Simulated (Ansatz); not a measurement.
Seebeck coefficient (μV/K, mean over directions) of p-type ZnTe (F-43m) against carrier density, PBE with spin-orbit coupling, rigid bands in Ansatz (an electronic-structure program). Computed gap 1.06 eV; densities at which minority carriers matter at this gap, or further valleys turn the trend, are left out. Conductivity mass 0.46 mₑ (harmonic mean over directions), N_v = 1.5e19 cm⁻³ at 300 K.

| hole density | 300 K | 500 K |
|---|---|---|
| 1e16 cm⁻³ | 845 | 915 |
| 1e17 cm⁻³ | 646 | [?] |
| 1e18 cm⁻³ | 448 | 518 |
| 3e18 cm⁻³ | 355 | 424 |
| 1e19 cm⁻³ | 255 | 322 |
| 3e19 cm⁻³ | 171 | 233 |
| 1e20 cm⁻³ | 96 | 146 |
| 3e20 cm⁻³ | 52 | [?] |
| 1e21 cm⁻³ | 29 | [?] |

Problem. Some entries are withheld; supply them.

Solution. 
- 1e17 cm⁻³, 500 K: 716
- 3e20 cm⁻³, 500 K: 86
- 1e21 cm⁻³, 500 K: 48

Rigid bands with a gap fixed in temperature, one relaxation time for all states, no polarons or phonon drag, and whether or not such doping can be reached. Geometry: cell and atoms relaxed with PBEsol.
